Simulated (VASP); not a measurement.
# TiTe2 in VASP: notebook, part 2 of 2

VASP 6.6.1. The steps go on from the part before.

## (3) Relaxation of the atoms, PBE+D3(BJ)

Input file INCAR:

```
  PREC = Accurate
  ENCUT = 520
  EDIFF = 1E-6
  ISMEAR = 1
  SIGMA = 0.1
  LREAL = False
  LASPH = True
  NELM = 80
  ALGO = Normal
  ISIF = 2
  LWAVE = False
  LCHARG = False
  LDIPOL = True
  IDIPOL = 3
  DIPOL = 0.5 0.5 0.500
  GGA = PE
  IVDW = 12
  IBRION = 2
  NSW = 80
  EDIFFG = -0.02
  KPAR = 4
```

Input file KPOINTS:

```
Automatic mesh
0
Gamma
  12 12 1
```

Input file POSCAR:

```
TiTe2
1.0
    3.7019332300      0.0000000000      0.0000000000
   -1.8509673800      3.2059686700      0.0000000000
    0.0000000000      0.0000000000     24.8010708500
Te Ti
4 2
Direct
    0.3333330000      0.6666660000      0.3024063000
    0.6666670000      0.3333340000      0.4416774500
    0.3333330000      0.6666660000      0.5583225500
    0.6666670000      0.3333340000      0.6975937000
    0.0000000000      0.0000000000      0.3720418800
    0.0000000000      0.0000000000      0.6279581200
```

Potentials or basis: VASP PAW PBE potentials, release 64 (Te, Ti_sv).

Command:

```
$ cat potpaw_PBE.64/Te/POTCAR potpaw_PBE.64/Ti_sv/POTCAR > POTCAR
$ mpirun -np 4 vasp_std > vasp.out
```

OUTCAR:

```text
PREC = Accurate
   ENCUT = 520
   EDIFF = 1E-6
   ISMEAR = 1
   LREAL = False
   LASPH = True
   NELM = 80
   ISIF = 2
   GGA = PE
   IVDW = 12
   IBRION = 2
   NSW = 80
   EDIFFG = -0.02
 IVDW          = 12

 ion  position               nearest neighbor table
   1  0.333  0.667  0.302-   5 2.75   5 2.75   5 2.75
   2  0.667  0.333  0.442-   5 2.75   5 2.75   5 2.75   3 3.60   3 3.60   3 3.60
   3  0.333  0.667  0.558-   6 2.75   6 2.75   6 2.75   2 3.60   2 3.60   2 3.60
   4  0.667  0.333  0.698-   6 2.75   6 2.75   6 2.75
   5  0.000  0.000  0.372-   2 2.75   1 2.75   2 2.75   1 2.75   2 2.75   1 2.75
   6  0.000  0.000  0.628-   3 2.75   4 2.75   3 2.75   4 2.75   3 2.75   4 2.75

  LATTYP: Found a hexagonal cell.
 ALAT       =     3.7019332300
 C/A-ratio  =     6.6994916734

  Lattice vectors:

 A1 = (   3.7019332300,   0.0000000000,   0.0000000000)
 A2 = (  -1.8509673800,   3.2059686700,   0.0000000000)
 A3 = (   0.0000000000,   0.0000000000,  24.8010708500)

Analysis of symmetry for initial positions (statically):
=====================================================================
 Subroutine PRICEL returns:
 Original cell was already a primitive cell.

 Routine SETGRP: Setting up the symmetry group for a
 hexagonal supercell.

 Subroutine GETGRP returns: Found 12 space group operations
 (whereof 12 operations were pure point group operations)
 out of a pool of 24 trial point group operations.

The static configuration has the point symmetry D_3d.

Analysis of symmetry for dynamics (positions and initial velocities):
=====================================================================
 Subroutine PRICEL returns:
 Original cell was already a primitive cell.

 Routine SETGRP: Setting up the symmetry group for a
 hexagonal supercell.

 Subroutine GETGRP returns: Found 12 space group operations
 (whereof 12 operations were pure point group operations)
 out of a pool of 24 trial point group operations.

The dynamic configuration has the point symmetry D_3d.

 Subroutine INISYM returns: Found 12 space group operations
 (whereof 12 operations are pure point group operations),
 and found     1 'primitive' translations

----------------------------------------------------------------------------------------

                                     Primitive cell

  volume of cell :     294.3461

  direct lattice vectors                    reciprocal lattice vectors
     3.701933230  0.000000000  0.000000000     0.270129129  0.155959168  0.000000000
    -1.850967380  3.205968670  0.000000000     0.000000000  0.311918207  0.000000000
     0.000000000  0.000000000 24.801070850     0.000000000  0.000000000  0.040320840

  length of vectors
     3.701933230  3.701934002 24.801070850     0.311918272  0.311918207  0.040320840

  position of ions in fractional coordinates (direct lattice)
     0.333333000  0.666666000  0.302406300
     0.666667000  0.333334000  0.441677450
     0.333333000  0.666666000  0.558322550
     0.666667000  0.333334000  0.697593700
     0.000000000  0.000000000  0.372041880
     0.000000000  0.000000000  0.627958120

  ion indices of the primitive-cell ions
   primitive index   ion index
                 1           1
                 2           2
                 3           3
                 4           4
[... 58 lines left out ...]
 SYSTEM =  unknown system
   PREC   = accura    normal or accurate (medium, high low for compatibility)
   ISTART =      0    job   : 0-new  1-cont  2-samecut
   ICHARG =      2    charge: 1-file 2-atom 10-const
   ISPIN  =      1    spin polarized calculation?
   LNONCOLLINEAR =      F non collinear calculations
   LSORBIT =      F    spin-orbit coupling
   LASPH  =      T    aspherical Exc in radial PAW
   ENCUT  =  520.0 eV  38.22 Ry    6.18 a.u.   6.88  6.88 46.11*2*pi/ulx,y,z
   NELM   =     80;   NELMIN=  2; NELMDL= -5     # of ELM steps
   EDIFF  = 0.1E-05   stopping-criterion for ELM
   LREAL  =      F    real-space projection
   EDIFFG = -.2E-01   stopping-criterion for IOM
   NSW    =     80    number of steps for IOM
   IBRION =      2    ionic relax: 0-MD 1-quasi-New 2-CG
   NFREE  =      1    steps in history (QN), initial steepest desc. (CG)
   ISIF   =      2    stress and relaxation
   ISYM   =      2    0-nonsym 1-usesym 2-fastsym
   POTIM  = 0.5000    time-step for ionic-motion
   TEBEG  =    0.0;   TEEND  =   0.0 temperature during run
   PSTRESS=    0.0 pullay stress
   NELECT =      48.0000    total number of electrons
   NUPDOWN=      -1.0000    fix difference up-down
   EMIN   =  10.00;   EMAX   =-10.00  energy-range for DOS
   EFERMI =   0.00;   METHOD = LEGACY
   ISMEAR =     1;   SIGMA  =   0.10  broadening in eV -4-tet -1-fermi 0-gaus
   EFERMI_NEDOS =   21; number of points for ismear=-14 and -15
   IALGO  =     38    algorithm
   IMIX   =      4    mixing-type and parameters
     AMIX     =   0.40;   BMIX     =  1.00
     AMIX_MAG =   1.60;   BMIX_MAG =  1.00
  volume/ion in A,a.u.               =      49.06       331.06
  Fermi-wavevector in a.u.,A,eV,Ry     =   0.894408  1.690187 10.884201  0.799966
  Thomas-Fermi vector in A             =   2.016609
   LORBIT       =      0    0 simple, 1 ext, 2 COOP (PROOUT), +10 PAW based schemes
   GGA     = PE    functional components
   LHFCALC =     F    Hartree Fock is set to
   AEXX    =    0.0000 exact exchange contribution
   IVDW    =    12    specifies the selected vdW correction
   LEPSILON=     F    determine dielectric tensor
   LRPA    =     F    only Hartree local field effects (RPA)
 conjugate gradient relaxation of ions
 non-spin polarized calculation
 Methfessel and Paxton  Order N= 1 SIGMA  =   0.10
  energy-cutoff  :      520.00
  volume of cell :      294.35
 maximum number of plane-waves:      7968
 NGX is ok and might be reduce to    28
   NGX = 13   NGY = 13   NGZ = 93

--------------------------------------- Ionic step        1  -------------------------------------------

 number of electron      48.0000010 magnetization

 Free energy of the ion-electron system (eV)
  ---------------------------------------------------
  ext. energy  EPLUGINS =         0.00000000
  ---------------------------------------------------
  free energy    TOTEN  =       -32.29559900 eV

  energy without entropy =      -32.29686589  energy(sigma->0) =      -32.29602130

------------------------ aborting loop because EDIFF is reached ----------------------------------------

 Edisp (eV)   -2.63177

 E8    (eV) :    -1.2535
[... 117 lines left out ...]
  FREE ENERGIE OF THE ION-ELECTRON SYSTEM (eV)
  ---------------------------------------------------
  free  energy   TOTEN  =       -34.9338831499 eV

  energy  without entropy=      -34.9353546835  energy(sigma->0) =      -34.93437366

[... ionic steps 4 to 7 ...]

--------------------------------------- Ionic step        8  -------------------------------------------

 number of electron      48.0000012 magnetization

 dipolmoment           0.000000      0.000000     -0.000000 electrons x Angstroem

------------------------ aborting loop because EDIFF is reached ----------------------------------------

 Edisp (eV)   -2.62298

 E8    (eV) :    -1.2492
[... 79 lines left out ...]
--------------------------------------- Ionic step       10  -------------------------------------------

 number of electron      48.0000000 magnetization

 dipolmoment           0.000000      0.000000      0.000000 electrons x Angstroem

 Free energy of the ion-electron system (eV)
  ---------------------------------------------------
  ext. energy  EPLUGINS =         0.00000000
  ---------------------------------------------------
  free energy    TOTEN  =       -32.33043875 eV

  energy without entropy =      -32.33159694  energy(sigma->0) =      -32.33082482

 E-fermi :   1.4940     XC(G=0):  -5.7831

 val. band max:        1.4883138864   @ k =   0.4167   0.0000   0.0000
 cond. band min:       1.5267011202   @ k =   0.0833   0.0000   0.0000
 fundamental gap:      0.0383872338
 Fermi energy:         1.4939544711

 k-point     1 :       0.0000    0.0000    0.0000
  band No.  band energies     occupation
      1     -55.8968      2.00000
      2     -55.8968      2.00000
      3     -32.1526      2.00000
      4     -32.1526      2.00000
      5     -32.1526      2.00000
      6     -32.1526      2.00000
[... 578 lines left out ...]
     27       2.6546     -0.00000
     28       2.6593     -0.00000

------------------------ aborting loop because EDIFF is reached ----------------------------------------

 vacuum level on the upper side and lower side of the slab       (xc-potential included)        -0.241        -0.241

 Edisp (eV)   -2.60687

 E8    (eV) :    -1.2415

  FORCE on cell =-STRESS in cart. coord.  units (eV):
  Direction    XX          YY          ZZ          XY          YZ          ZX
  --------------------------------------------------------------------------------------
  -------------------------------------------------------------------------------------
  Total      -0.44524    -0.44524    -0.06457     0.00000     0.00000     0.00000
  in kB      -2.42349    -2.42349    -0.35149     0.00000     0.00000     0.00000
  external pressure =       -1.73 kB  Pullay stress =        0.00 kB
[... 21 lines left out ...]
  FREE ENERGIE OF THE ION-ELECTRON SYSTEM (eV)
  ---------------------------------------------------
  free  energy   TOTEN  =       -34.9373057944 eV

  energy  without entropy=      -34.9384639786  energy(sigma->0) =      -34.93769186

 reached required accuracy - stopping structural energy minimisation

 vacuum level on the upper side and lower side of the slab         6.114         6.114
```

It took 3.1 min on 4 MPI ranks of Intel Xeon 6975P-C (Granite Rapids), shared host; peak memory 0.51 GiB.

What came out:

| Property | Result |
| --- | --- |
| Free energy | -34.9373 eV |
| Energy gained by relaxing | 1.7 meV/atom |
| Ionic steps | 10 |
| Band gap on the k mesh | none (metal or under the smearing width) |
| Dispersion energy per atom | -0.434 eV |

Forces in eV/Å, atoms in the order of the input:
```
Te   0.000  0.000  0.003
Te   0.000  0.000 -0.003
Te   0.000  0.000  0.003
Te   0.000  0.000 -0.003
Ti   0.000  0.000 -0.001
Ti   0.000  0.000  0.001
```

Step by step:
```
step  energy change (eV)  largest force (eV/Å)  pressure (GPa)
   1              0.0000                0.2496            0.23
   2             -0.0061                0.0960            0.10
   3             -0.0065                0.0566            0.06
   4             -0.0071                0.0383           -0.01
   5             -0.0073                0.0627           -0.10
   6             -0.0073                0.0377           -0.06
   7             -0.0076                0.0364           -0.07
   8             -0.0082                0.0308           -0.08
   9             -0.0092                0.0205           -0.12
  10             -0.0099                0.0029           -0.17
```

Final structure:
```xyz
6
Lattice="3.7019 0.0000 0.0000 -1.8510 3.2060 0.0000 0.0000 0.0000 24.8011" Properties=species:S:1:pos:R:3 pbc="T T T"
Te    0.0000    2.1373    7.4340
Te    1.8510    1.0687   10.9210
Te    0.0000    2.1373   13.8801
Te    1.8510    1.0687   17.3671
Ti    0.0000    0.0000    9.1940
Ti    0.0000    0.0000   15.6070
```

The run has no spin-orbit coupling, so splittings on Te are missing.

## (4) Single point, PBE+D3(BJ)

Input file INCAR:

```
SYSTEM = TiTe2
PREC = Accurate
ENCUT = 520
EDIFF = 1E-6
ISMEAR = 1
SIGMA = 0.1
LREAL = .FALSE.
LASPH = .TRUE.
NELM = 80
ALGO = Normal
ISIF = 2
LWAVE = .FALSE.
LCHARG = .FALSE.
LDIPOL = .TRUE.
IDIPOL = 3
DIPOL = 0.5 0.5 0.500
GGA = PE
IVDW = 12
NBANDS = 33
LVHAR = .TRUE.
LVACPOTAV = .TRUE.
ICORELEVEL = 1
KPAR = 4
```

Input file KPOINTS:

```
regular mesh
0
G
  12 12 1
  0 0 0
```

Input file POSCAR:

```
TiTe2                                   
1.0
    3.7019332300      0.0000000000      0.0000000000
   -1.8509673800      3.2059686700      0.0000000000
    0.0000000000      0.0000000000     24.8010708500
  Te              Ti            
     4     2
Direct
     0.3333330000000032    0.6666659999999993    0.2997453295016066
     0.6666669999999968    0.3333340000000007    0.4403440821415383
     0.3333330000000032    0.6666659999999993    0.5596559178584618
     0.6666669999999968    0.3333340000000007    0.7002546704983933
     0.0000000000000000    0.0000000000000000    0.3707117482320881
     0.0000000000000000    0.0000000000000000    0.6292882517679118
```

Command:

```
$ cat potpaw_PBE.64/Te/POTCAR potpaw_PBE.64/Ti_sv/POTCAR > POTCAR
$ mpirun -np 4 vasp_std > vasp.out
```

Run time: 57 s. Hardware: 4 MPI ranks of Intel Xeon 6975P-C (Granite Rapids), shared host; peak memory 0.46 GiB.

The run converged. Its results:

```yaml
Free_energy: -34.9373 eV
Largest_force: 0.003 eV/Å
Band_gap_on_the_k_mesh: none (metal or under the smearing width)
Dispersion_energy_per_atom: -0.434 eV
Work_function_of_the_upper_face: 4.86 eV
Work_function_of_the_lower_face: 4.86 eV
```

Forces in eV/Å, atoms in the order of the input:
```
Te   0.000  0.000  0.003
Te   0.000  0.000 -0.003
Te   0.000  0.000  0.003
Te   0.000  0.000 -0.003
Ti   0.000  0.000 -0.002
Ti   0.000  0.000  0.002
```

Levels at points of the mesh, in eV from the Fermi level:
```
           k point  band 21  band 22  band 23  band 24  band 25  band 26  band 27  band 28
(0.00, 0.00, 0.00)     0.39     0.47     0.47     0.47     0.47     1.04     1.11     1.11
(0.50, 0.00, 0.00)    -1.70    -1.38    -0.79    -0.49    -0.24    -0.04     1.30     1.30
```

Core levels (eV, on the scale of the bands):
| atom | levels |
| --- | --- |
| 1 Te | 1s -31614.1, 2s -4841.7, 2p -4345.1, 3s -957.9, 3p -796.5, 3d -552.8, 4s -157.4, 4p -107.5, 4d -34.8 |
| 2 Te | 1s -31614.2, 2s -4841.8, 2p -4345.2, 3s -958.0, 3p -796.7, 3d -552.9, 4s -157.6, 4p -107.6, 4d -35.0 |
| 3 Te | 1s -31614.2, 2s -4841.8, 2p -4345.2, 3s -958.0, 3p -796.7, 3d -552.9, 4s -157.6, 4p -107.6, 4d -35.0 |
| 4 Te | 1s -31614.1, 2s -4841.7, 2p -4345.1, 3s -957.9, 3p -796.5, 3d -552.8, 4s -157.4, 4p -107.5, 4d -34.8 |
| 5 Ti | 1s -4862.0, 2s -530.5, 2p -437.8 |
| 6 Ti | 1s -4862.0, 2s -530.5, 2p -437.8 |

The run has no spin-orbit coupling, so splittings on Te are missing.
